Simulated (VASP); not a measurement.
# Ca: single point with PBE

Crystal: Ca.

```xyz
2
Lattice="3.8952 0.0000 0.0000 -1.9476 3.3733 0.0000 0.0000 0.0000 6.4323" Properties=species:S:1:pos:R:3 pbc="T T T"
Ca    0.0000    2.2489    4.8242
Ca    1.9476    1.1244    1.6081
```

This isn't the form of Ca at room conditions, which is fcc.

The cell isn't the ideal one: Be -> Ca on all its sites, cell and atoms relaxed.

```
Program                : VASP 6.6.1
Task                   : single point
Functional             : PBE
Potentials or basis    : VASP PAW PBE potentials, release 64 (Ca_sv)
Cutoff                 : 520 eV
k mesh                 : 6 × 6 × 4
Occupations            : gaussian, width 0.1 eV
Spin                   : no spin polarisation
Dipole correction      : no
Further INCAR settings : ALGO = Fast; EDIFF = 1e-07; NBANDS = 17
```

```yaml
Pressure: 0.0 GPa
Band_gap_on_the_k_mesh: none (metal or under the smearing width)
```

Stress tensor (GPa, compression positive):
```
-0.06  0.00  0.00
 0.00 -0.06  0.00
 0.00  0.00  0.25
```

Levels at points of the mesh, in eV from the Fermi level:
```
           k point  band 6  band 7  band 8  band 9  band 10  band 11  band 12  band 13  band 14  band 15
(0.00, 0.00, 0.00)  -22.96  -22.96  -22.95   -4.07    -1.07    -0.25     2.24     2.29     2.29     2.59
(0.50, 0.00, 0.00)  -23.01  -22.98  -22.98   -1.11    -0.69     0.21     0.38     1.36     1.89     2.23
(0.00, 0.00, 0.50)  -22.97  -22.97  -22.97   -3.06    -3.06     1.36     1.36     2.29     2.29     2.29
(0.50, 0.00, 0.50)  -23.00  -22.99  -22.99   -0.69    -0.69     0.10     0.10     1.44     1.44     2.89
```

Run time: 30 s on 1 thread of Intel(R) Xeon(R) Platinum 8488C (Sapphire Rapids) (shared host), peak memory 0.2 GiB.
